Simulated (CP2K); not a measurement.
Crystal: Li.

```
CELL_PARAMETERS angstrom
3.11100 0.00000 0.00000
-1.55550 2.69421 0.00000
0.00000 0.00000 5.09300
ATOMIC_POSITIONS crystal
Li 0.66667 0.33333 0.75000
Li 0.33333 0.66667 0.25000
```

This isn't the form of Li at room conditions, which is bcc.

Base run:

| Quantity | Value |
| --- | --- |
| Program | CP2K 2026.2 |
| Functional | rev-vdW-DF2 |
| Potentials or basis | POTENTIAL_UZH Li GTH-PBE-q3; TZVP-MOLOPT-PBE-GTH basis |
| Density cutoff | 9184 eV |
| k mesh | 10 × 10 × 5 |
| Occupations | fermi-dirac, width 0.05 eV |
| Spin | no spin polarisation |

Its results: band gap on the k mesh none (metal or under the smearing width); pressure -0.6 GPa.

**Question.** The run is repeated on the same cell with these changes: functional from rev-vdW-DF2 to HLE16. What comes out?

**Answer.** Band gap on the k mesh none (metal or under the smearing width); pressure -2.1 GPa.

Caveats: the potentials were made for another functional, which shifts forces and pressure; the basis of atomic orbitals isn't converged, which shifts pressures, moduli and gaps; the potentials were made for a functional far from this one (some runs).
